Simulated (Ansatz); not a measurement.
An input for Ansatz 0.2.0 (MoS2 (2H monolayer)):

```yaml
crystal:
  lattice:
    - [3.1851853688, 0.0, 0.0]
    - [-1.5925926844, 2.7584514451, 0.0]
    - [0.0, 0.0, 30.5725179208]
  atoms:
    - { symbol: Mo, position: [0.3333333333, 0.6666666667, 0.2943820337] }
    - { symbol: S, position: [0.6666666667, 0.3333333333, 0.3454928688] }
    - { symbol: S, position: [0.6666666667, 0.3333333333, 0.2432711985] }
  periodic: [true, true, false]
kpoints:
  mp_grid: { grid: [12, 12, 1] }
  band_path:
    path: [[0.0, 0.0, 0.0], [0.5, 0.0, 0.0], [0.3333333333, 0.3333333333, 0.0]]
    npoints: 1
hamiltonian:
  xc: pbe
scf:
  occupations: { method: fixed }
  n_extra_bands: 5
  max_iter: 80
output:
  eigenvalues: true
  forces: true
  stress: true
basis:
  ecutwfc: 630.0
```

```sh
ansatz run input.yaml --threads 2 --pin off --max-ram 92160MiB --backend cuda --events-out ev --progress --plain --runs-dir out --devices 1 --max-vram 13GiB  # rebuilt from the run's record
```

Estimate wall time and host memory on 1 × NVIDIA H100 80GB HBM3 (shared by 6 runs) with 2 threads of AMD EPYC 7R13 (Zen 3), shared host.

It took 16 s; on shared hardware allow 8 s to 32 s. Peak host memory was 1.1 GiB. The sizes that set the cost: 9785 plane waves a state, 19 irreducible k points and 7 SCF cycles.

[Paths, hosts, dates, memory and timing lines, banners, echoed tables and standing remarks are left out of the program output.]

[Logs are printed without paths, hosts, clocks, repeated set-up lines and the standing remarks that a program may print on its own settings, such as how far it seeks lower states.]

[Runs of the session that timed out or met a known fault of the program may be left out.]

[Cells called generated may have been cut or substituted from an entry of the Crystallography Open Database or the Materials Project.]

[Hosts, paths, dates, database ids (printed as entryN), source tags and the programs' standing remarks are cut or masked in the printed files.]
